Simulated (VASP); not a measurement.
# HfO2 (P4_2/nmc) in VASP: a series of runs, part 3 of 4

VASP 6.6.1. Earlier steps stand in the parts before.

### 4 Phonons, PBE

This run uses another cell than the first one, of 10.77 Å³/atom, 0.981 times its volume.

POSCAR reads:

```
HfO2
1.0
    3.5403472197      0.0000000000      0.0000000000
    0.0000000000      3.5403472197      0.0000000000
    0.0000000000      0.0000000000      5.1549814093
  Hf              O
     2     4
Direct
     0.5000000000000000    0.5000000000000000    0.5000000000000000
     0.0000000000000000    0.0000000000000000    0.0000000000000000
     0.0000000000000000    0.5000000000000000    0.7033555275038808
     0.5000000000000000    0.0000000000000000    0.7966444724961192
     0.5000000000000000    0.0000000000000000    0.2966444724961192
     0.0000000000000000    0.5000000000000000    0.2033555275038807
```

INCAR.step1 reads:

```
ALGO     = Fast           # electronic algorithm
EDIFF    = 1E-8           # SCF threshold, eV
EDIFFG   = -0.002         # ionic threshold
ENCUT    = 600            # plane-wave cutoff, eV
GGA      = PE             # functional
IBRION   = 2              # ionic algorithm
ISIF     = 2              # what is computed and relaxed
ISMEAR   = -1             # smearing method
KPAR     = 8            
LASPH    = True           # aspherical terms in the spheres
LCHARG   = False          # write CHGCAR
LREAL    = False          # projectors in reciprocal space
LWAVE    = False          # write WAVECAR
NELM     = 100            # most SCF steps
NSW      = 40             # ionic steps
PREC     = Accurate       # precision mode
SIGMA    = 0.05           # smearing width, eV
```

INCAR.step2 reads:

```
ALGO     = Fast           # electronic algorithm
EDIFF    = 1E-8           # SCF threshold, eV
ENCUT    = 600            # plane-wave cutoff, eV
GGA      = PE             # functional
IBRION   = 8              # ionic algorithm
ISIF     = 2              # what is computed and relaxed
ISMEAR   = -1             # smearing method
KPAR     = 8            
LASPH    = True           # aspherical terms in the spheres
LCHARG   = False          # write CHGCAR
LEPSILON = True           # dielectric tensor by DFPT
LREAL    = False          # projectors in reciprocal space
LWAVE    = False          # write WAVECAR
NELM     = 100            # most SCF steps
NSW      = 1              # ionic steps
PREC     = Accurate       # precision mode
SIGMA    = 0.05           # smearing width, eV
```

KPOINTS reads:

```
k-points
0
Gamma
  6 6 4
```

Potentials or basis: VASP PAW PBE potentials, release 64 (Hf_pv, O).

Launch:

```
cat potpaw_PBE.64/Hf_pv/POTCAR potpaw_PBE.64/O/POTCAR > POTCAR
cp INCAR.step1 INCAR
mpirun -np 8 vasp_std > vasp.out
cp CONTCAR POSCAR
cp INCAR.step2 INCAR
mpirun -np 8 vasp_std > vasp.out
```

OUTCAR:

```text
EDIFF = 1E-8
   ENCUT = 600
   GGA = PE
   IBRION = 8
   ISIF = 2
   ISMEAR = -1
   LASPH = True
   LEPSILON = True
   LREAL = False
   NELM = 100
   NSW = 1
   PREC = Accurate

 ion  position               nearest neighbor table
   1  0.500  0.500  0.500-   3 2.06   5 2.06   5 2.06   3 2.06   4 2.34   4 2.34   6 2.34   6 2.34
                             2 3.59   2 3.59   2 3.59   2 3.59   2 3.59   2 3.59   2 3.59   2 3.59
   2  0.000  0.000  0.000-   4 2.06   6 2.06   6 2.06   4 2.06   3 2.34   5 2.34   3 2.34   5 2.34
                             1 3.59   1 3.59   1 3.59   1 3.59   1 3.59   1 3.59   1 3.59   1 3.59
   3  0.000  0.500  0.703-   1 2.06   1 2.06   2 2.34   2 2.34
   4  0.500  0.000  0.797-   2 2.06   2 2.06   1 2.34   1 2.34
   5  0.500  0.000  0.297-   1 2.06   1 2.06   2 2.34   2 2.34
   6  0.000  0.500  0.203-   2 2.06   2 2.06   1 2.34   1 2.34

  LATTYP: Found a simple tetragonal cell.
 ALAT       =     3.5403472197
 C/A-ratio  =     1.4560666199

  Lattice vectors:

 A1 = (   3.5403472197,   0.0000000000,   0.0000000000)
 A2 = (   0.0000000000,   3.5403472197,   0.0000000000)
 A3 = (   0.0000000000,   0.0000000000,   5.1549814093)

Analysis of symmetry for initial positions (statically):
=====================================================================
 Subroutine PRICEL returns:
 Original cell was already a primitive cell.

 Routine SETGRP: Setting up the symmetry group for a
 simple tetragonal supercell.

 Subroutine GETGRP returns: Found 16 space group operations
 (whereof  8 operations were pure point group operations)
 out of a pool of 16 trial point group operations.

The static configuration has the point symmetry D_2d.
 The point group associated with its full space group is D_4h.

Analysis of symmetry for dynamics (positions and initial velocities):
=====================================================================
 Subroutine PRICEL returns:
 Original cell was already a primitive cell.

 Routine SETGRP: Setting up the symmetry group for a
[... 1003 lines left out ...]
    3     0.00000     0.00000    -2.46124
 ion    6
    1    -2.12669     0.00000    -0.00000
    2     0.00000    -3.36446     0.00000
    3     0.00000     0.00000    -2.46124

 INTERNAL STRAIN TENSOR FOR ION    6 for displacements in x,y,z  (eV/Angst):
          X           Y           Z          XY          YZ          ZX
  --------------------------------------------------------------------------------
  x     0.00000     0.00000     0.00000     0.00000     0.00000     4.49248
  y     0.00000     0.00000     0.00000     0.00000   -11.27688     0.00000
  z     5.44086   -12.37028    -8.78459     0.00000     0.00000     0.00000

 SECOND DERIVATIVES (NOT SYMMETRIZED)
 ------------------------------------
               1X          1Y          1Z          2X          2Y          2Z          3X          3Y          3Z          4X          4Y          4Z          5X          5Y          5Z          6X          6Y          6Z
  1X   -10.942984    0.000000    0.000000    0.524620    0.000000    0.000000   10.119998    0.000000    0.000000    0.800624    0.000000    0.000000    1.206379    0.000000    0.000000   -1.708638    0.000000    0.000000
  1Y     0.000000  -10.942984    0.000000    0.000000    0.524620    0.000000    0.000000    1.206379    0.000000    0.000000   -1.708638    0.000000    0.000000   10.119998    0.000000    0.000000    0.800624    0.000000
  1Z     0.000000    0.000000  -26.339396    0.000000    0.000000   15.756300    0.000000    0.000000    6.557862    0.000000    0.000000   -1.266313    0.000000    0.000000    6.557862    0.000000    0.000000   -1.266313
  2X     0.524620    0.000000    0.000000  -10.942984    0.000000    0.000000    0.800624    0.000000    0.000000   10.119998    0.000000    0.000000   -1.708638    0.000000    0.000000    1.206379    0.000000    0.000000
  2Y     0.000000    0.524620    0.000000    0.000000  -10.942984    0.000000    0.000000   -1.708638    0.000000    0.000000    1.206379    0.000000    0.000000    0.800624    0.000000    0.000000   10.119998    0.000000
  2Z     0.000000    0.000000   15.756300    0.000000    0.000000  -26.339396    0.000000    0.000000   -1.266313    0.000000    0.000000    6.557862    0.000000    0.000000   -1.266313    0.000000    0.000000    6.557862
  3X    10.126257    0.000000    0.000000    0.808553    0.000000    0.000000  -19.874003    0.000000    0.000000    7.689665    0.000000    0.000000    0.328832    0.000000    0.000000    0.920697    0.000000    0.000000
  3Y     0.000000    1.214089    0.000000    0.000000   -1.702284    0.000000    0.000000   -6.839325    0.000000    0.000000    6.077719    0.000000    0.000000    0.324744    0.000000    0.000000    0.925056    0.000000
  3Z     0.000000    0.000000    6.551035    0.000000    0.000000   -1.264436    0.000000    0.000000  -14.474943    0.000000    0.000000   -1.423658    0.000000    0.000000    1.381526    0.000000    0.000000    9.230477
  4X     0.808553    0.000000    0.000000   10.126257    0.000000    0.000000    7.689665    0.000000    0.000000  -19.874003    0.000000    0.000000    0.920697    0.000000    0.000000    0.328832    0.000000    0.000000
  4Y     0.000000   -1.702284    0.000000    0.000000    1.214089    0.000000    0.000000    6.077719    0.000000    0.000000   -6.839325    0.000000    0.000000    0.925056    0.000000    0.000000    0.324744    0.000000
  4Z     0.000000    0.000000   -1.264436    0.000000    0.000000    6.551035    0.000000    0.000000   -1.423658    0.000000    0.000000  -14.474943    0.000000    0.000000    9.230477    0.000000    0.000000    1.381526
  5X     1.214089    0.000000    0.000000   -1.702284    0.000000    0.000000    0.324744    0.000000    0.000000    0.925056    0.000000    0.000000   -6.839325    0.000000    0.000000    6.077719    0.000000    0.000000
  5Y     0.000000   10.126257    0.000000    0.000000    0.808553    0.000000    0.000000    0.328832    0.000000    0.000000    0.920697    0.000000    0.000000  -19.874003    0.000000    0.000000    7.689665    0.000000
  5Z     0.000000    0.000000    6.551035    0.000000    0.000000   -1.264436    0.000000    0.000000    1.381526    0.000000    0.000000    9.230477    0.000000    0.000000  -14.474943    0.000000    0.000000   -1.423658
  6X    -1.702284    0.000000    0.000000    1.214089    0.000000    0.000000    0.925056    0.000000    0.000000    0.324744    0.000000    0.000000    6.077719    0.000000    0.000000   -6.839325    0.000000    0.000000
  6Y     0.000000    0.808553    0.000000    0.000000   10.126257    0.000000    0.000000    0.920697    0.000000    0.000000    0.328832    0.000000    0.000000    7.689665    0.000000    0.000000  -19.874003    0.000000
  6Z     0.000000    0.000000   -1.264436    0.000000    0.000000    6.551035    0.000000    0.000000    9.230477    0.000000    0.000000    1.381526    0.000000    0.000000   -1.423658    0.000000    0.000000  -14.474943

 Eigenvectors and eigenvalues of the dynamical matrix
 ----------------------------------------------------

   1 f  =   20.638427 THz   129.675061 2PiTHz  688.423823 cm-1    85.353637 meV
             X         Y         Z           dx          dy          dz
      1.770174  1.770174  2.577491     0.001622    0.074007    0.000000
      0.000000  0.000000  0.000000    -0.001622   -0.074007   -0.000000
      0.000000  1.770174  3.623568    -0.015393   -0.032285   -0.000000
      1.770174  0.000000  4.108904     0.015393    0.032285   -0.000000
      1.770174  0.000000  1.531413    -0.000708   -0.702311    0.000000
      0.000000  1.770174  1.046078     0.000708    0.702311    0.000000
[... 145 lines left out ...]
  18 f/i=    0.010896 THz     0.068464 2PiTHz    0.363462 cm-1     0.045064 meV
             X         Y         Z           dx          dy          dz
      1.770174  1.770174  2.577491    -0.637076   -0.137986   -0.000000
      0.000000  0.000000  0.000000    -0.637076   -0.137986   -0.000000
      0.000000  1.770174  3.623568    -0.190388   -0.040799   -0.000000
      1.770174  0.000000  4.108904    -0.190388   -0.040799   -0.000000
      1.770174  0.000000  1.531413    -0.188365   -0.041237   -0.000000
      0.000000  1.770174  1.046078    -0.188365   -0.041237   -0.000000

--------------------------------------------------------------------------------------------------------

 MACROSCOPIC STATIC DIELECTRIC TENSOR IONIC CONTRIBUTION
 ------------------------------------------------------
          59.788279    -0.000000     0.000000
          -0.000000    59.788279     0.000000
           0.000000     0.000000    12.828229
 ------------------------------------------------------

 ELASTIC MODULI CONTR FROM IONIC RELAXATION (kBar)
 Direction    XX          YY          ZZ          XY          YZ          ZX
 --------------------------------------------------------------------------------
 XX        -818.6322    360.8947   -580.2853      0.0000      0.0000     -0.0000
 YY         360.8947   -818.6322   -580.2853      0.0000     -0.0000      0.0000
 ZZ        -580.2853   -580.2853  -1471.2843      0.0000      0.0000     -0.0000
 XY           0.0000      0.0000      0.0000      0.0000      0.0000      0.0000
 YZ           0.0000     -0.0000      0.0000      0.0000   -684.1570      0.0000
 ZX          -0.0000      0.0000     -0.0000      0.0000      0.0000   -701.0984
 --------------------------------------------------------------------------------

 PIEZOELECTRIC TENSOR IONIC CONTR  for field in x, y, z        (C/m^2)
          XX          YY          ZZ          XY          YZ          ZX
  --------------------------------------------------------------------------------
  x    -0.00000     0.00000    -0.00000     0.00000    -0.00000    -0.00000
  y     0.00000     0.00000     0.00000     0.00000    -0.00000    -0.00000
  z     0.00000    -0.00000     0.00000     0.00000    -0.00000    -0.00000
```

It took 4.2 min on 8 MPI ranks of Intel Xeon Platinum 8488C (Sapphire Rapids), shared host; peak memory 0.6 GiB.

What came out:

```
Electronic dielectric tensor (diagonal)                 : 5.18, 5.18, 4.79
Born charges (mean of the diagonal)                     : Hf +5.30; O -2.65 e
Highest phonon frequency at Γ, LO-TO splitting left out : 688 cm⁻¹
```

Phonon frequencies in cm⁻¹ (negative: imaginary):
| q point | frequencies |
| --- | --- |
| (0.000, 0.000, 0.000) | 0 0 0 108 108 108 108 232 297 326 469 469 473 473 605 671 688 688 |

Electronic dielectric tensor:
```
5.18 0.00 0.00
0.00 5.18 0.00
0.00 0.00 4.79
```

Born effective charge tensors (e):
atom 1, Hf
```
5.49 0.00 0.00
0.00 5.49 0.00
0.00 0.00 4.92
```
atom 2, Hf
```
5.49 0.00 0.00
0.00 5.49 0.00
0.00 0.00 4.92
```
atom 3, O
```
-3.36  0.00  0.00
 0.00 -2.13  0.00
 0.00  0.00 -2.46
```
atom 4, O
```
-3.36  0.00  0.00
 0.00 -2.13  0.00
 0.00  0.00 -2.46
```
atom 5, O
```
-2.13  0.00  0.00
 0.00 -3.36  0.00
 0.00  0.00 -2.46
```
atom 6, O
```
-2.13  0.00  0.00
 0.00 -3.36  0.00
 0.00  0.00 -2.46
```

The run has no spin-orbit coupling, so splittings on Hf are missing.

### 5 Phonons, LDA

This run uses another cell than the first one, of 10.49 Å³/atom, 0.955 times its volume.

POSCAR reads:

```
HfO2
1.0
    3.5231846116      0.0000000000     -0.0000000000
    0.0000000000      3.5231846116      0.0000000000
   -0.0000000000      0.0000000000      5.0723475255
  Hf              O
     2     4
Direct
     0.5000000000000000    0.5000000000000000    0.5000000000000000
     0.0000000000000000    0.0000000000000000    0.0000000000000000
     0.0000000000000000    0.5000000000000000    0.7057372673889772
     0.5000000000000000    0.0000000000000000    0.7942627326110228
     0.5000000000000000    0.0000000000000000    0.2942627326110228
     0.0000000000000000    0.5000000000000000    0.2057372673889772
```

INCAR.step1 reads:

```
SYSTEM = HfO2
ALGO     = Fast           ! electronic algorithm
EDIFF    = 1E-8           ! SCF threshold, eV
EDIFFG   = -0.002         ! ionic threshold
ENCUT    = 600            ! plane-wave cutoff, eV
IBRION   = 2              ! ionic algorithm
ISIF     = 3              ! what is computed and relaxed
ISMEAR   = -1             ! smearing method
KPAR     = 8            
LASPH    = .True.         ! aspherical terms in the spheres
LCHARG   = .False.        ! write CHGCAR
LREAL    = .False.        ! projectors in reciprocal space
LWAVE    = .False.        ! write WAVECAR
NELM     = 80             ! most SCF steps
NSW      = 40             ! ionic steps
PREC     = Accurate       ! precision mode
SIGMA    = 0.05           ! smearing width, eV
```

INCAR.step2 reads:

```
SYSTEM = HfO2
ALGO     = Fast           ! electronic algorithm
EDIFF    = 1E-8           ! SCF threshold, eV
ENCUT    = 600            ! plane-wave cutoff, eV
IBRION   = 8              ! ionic algorithm
ISIF     = 2              ! what is computed and relaxed
ISMEAR   = -1             ! smearing method
KPAR     = 8            
LASPH    = .True.         ! aspherical terms in the spheres
LCHARG   = .False.        ! write CHGCAR
LEPSILON = .True.         ! dielectric tensor by DFPT
LREAL    = .False.        ! projectors in reciprocal space
LWAVE    = .False.        ! write WAVECAR
NELM     = 80             ! most SCF steps
NSW      = 1              ! ionic steps
PREC     = Accurate       ! precision mode
SIGMA    = 0.05           ! smearing width, eV
```

KPOINTS reads:

```
k-points
0
Gamma
  6 6 4
  0 0 0
```

Potentials or basis: VASP PAW LDA potentials, release 64 (Hf_pv, O).

Launch:

```
cat potpaw_LDA.64/Hf_pv/POTCAR potpaw_LDA.64/O/POTCAR > POTCAR
cp INCAR.step1 INCAR
mpirun -np 8 vasp_std > vasp.out
cp CONTCAR POSCAR
cp INCAR.step2 INCAR
mpirun -np 8 vasp_std > vasp.out
```

OUTCAR:

```text
SYSTEM = HfO2
   EDIFF = 1E-8
   ENCUT = 600
   IBRION = 8
   ISIF = 2
   ISMEAR = -1
   LASPH = .True.
   LEPSILON = .True.
   LREAL = .False.
   NELM = 80
   NSW = 1
   PREC = Accurate

 ion  position               nearest neighbor table
   1  0.500  0.500  0.500-   3 2.05   5 2.05   5 2.05   3 2.05   4 2.31   4 2.31   6 2.31   6 2.31
                             2 3.55   2 3.55   2 3.55   2 3.55   2 3.55   2 3.55   2 3.55   2 3.55
   2  0.000  0.000  0.000-   4 2.05   6 2.05   6 2.05   4 2.05   3 2.31   5 2.31   3 2.31   5 2.31
                             1 3.55   1 3.55   1 3.55   1 3.55   1 3.55   1 3.55   1 3.55   1 3.55
   3  0.000  0.500  0.706-   1 2.05   1 2.05   2 2.31   2 2.31
   4  0.500  0.000  0.794-   2 2.05   2 2.05   1 2.31   1 2.31
   5  0.500  0.000  0.294-   1 2.05   1 2.05   2 2.31   2 2.31
   6  0.000  0.500  0.206-   2 2.05   2 2.05   1 2.31   1 2.31

  LATTYP: Found a simple tetragonal cell.
 ALAT       =     3.5238690018
 C/A-ratio  =     1.4389476953
[... 1065 lines left out ...]

 Eigenvectors and eigenvalues of the dynamical matrix
 ----------------------------------------------------

   1 f  =   20.566443 THz   129.222775 2PiTHz  686.022708 cm-1    85.055937 meV
             X         Y         Z           dx          dy          dz
      1.761935  1.761935  2.535332    -0.070926   -0.000433   -0.000000
      0.000000  0.000000  0.000000     0.070926    0.000433    0.000000
      0.000000  1.761935  3.580450     0.702451    0.000237    0.000000
      1.761935  0.000000  4.025545    -0.702451   -0.000237    0.000000
      1.761935  0.000000  1.490213     0.038908    0.004285   -0.000000
      0.000000  1.761935  1.045118    -0.038908   -0.004285   -0.000000
[... 145 lines left out ...]
  18 f/i=    0.009509 THz     0.059747 2PiTHz    0.317186 cm-1     0.039326 meV
             X         Y         Z           dx          dy          dz
      1.761935  1.761935  2.535332     0.467801   -0.453739    0.000000
      0.000000  0.000000  0.000000     0.467801   -0.453739    0.000000
      0.000000  1.761935  3.580450     0.139848   -0.134513    0.000000
      1.761935  0.000000  4.025545     0.139848   -0.134513    0.000000
      1.761935  0.000000  1.490213     0.138681   -0.135644    0.000000
      0.000000  1.761935  1.045118     0.138681   -0.135644    0.000000

--------------------------------------------------------------------------------------------------------

 MACROSCOPIC STATIC DIELECTRIC TENSOR IONIC CONTRIBUTION
 ------------------------------------------------------
          53.832937     0.000000    -0.000000
           0.000000    53.832937    -0.000000
          -0.000000    -0.000000    13.187928
 ------------------------------------------------------

 ELASTIC MODULI CONTR FROM IONIC RELAXATION (kBar)
 Direction    XX          YY          ZZ          XY          YZ          ZX
 --------------------------------------------------------------------------------
 XX        -798.6055    331.3075   -565.0475      0.0000      0.0000      0.0000
 YY         331.3075   -798.6055   -565.0475      0.0000      0.0000     -0.0000
 ZZ        -565.0475   -565.0475  -1366.4885      0.0000      0.0000     -0.0000
 XY           0.0000      0.0000      0.0000      0.0000      0.0000      0.0000
 YZ           0.0000      0.0000      0.0000      0.0000   -671.7773      0.0000
 ZX           0.0000     -0.0000     -0.0000      0.0000      0.0000   -686.6245
 --------------------------------------------------------------------------------

 PIEZOELECTRIC TENSOR IONIC CONTR  for field in x, y, z        (C/m^2)
          XX          YY          ZZ          XY          YZ          ZX
  --------------------------------------------------------------------------------
  x     0.00000     0.00000     0.00000     0.00000    -0.00000     0.00000
  y    -0.00000     0.00000    -0.00000     0.00000     0.00000     0.00000
  z    -0.00000     0.00000    -0.00000     0.00000    -0.00000    -0.00000
```

It took 6.2 min on 8 MPI ranks of Intel Xeon Platinum 8488C (Sapphire Rapids), shared host; peak memory 0.57 GiB.

What came out:

| Property | Result |
| --- | --- |
| Electronic dielectric tensor (diagonal) | 5.32, 5.32, 4.89 |
| Born charges (mean of the diagonal) | Hf +5.34; O -2.67 e |
| Highest phonon frequency at Γ, LO-TO splitting left out | 686 cm⁻¹ |

Phonon frequencies in cm⁻¹ (negative: imaginary):
```
              q point                                                        frequencies
(0.000, 0.000, 0.000)  0 0 0 109 109 120 120 238 288 327 471 471 475 475 616 683 686 686
```

Electronic dielectric tensor:
```
5.32 0.00 0.00
0.00 5.32 0.00
0.00 0.00 4.89
```

Born effective charge tensors (e):
atom 1, Hf
```
5.53 0.00 0.00
0.00 5.53 0.00
0.00 0.00 4.95
```
atom 2, Hf
```
5.53 0.00 0.00
0.00 5.53 0.00
0.00 0.00 4.95
```
atom 3, O
```
-3.35  0.00  0.00
 0.00 -2.18  0.00
 0.00  0.00 -2.47
```
atom 4, O
```
-3.35  0.00  0.00
 0.00 -2.18  0.00
 0.00  0.00 -2.47
```
atom 5, O
```
-2.18  0.00  0.00
 0.00 -3.35  0.00
 0.00  0.00 -2.47
```
atom 6, O
```
-2.18  0.00  0.00
 0.00 -3.35  0.00
 0.00  0.00 -2.47
```

The run has no spin-orbit coupling, so splittings on Hf are missing.

(Continued in part 4 of 4.)
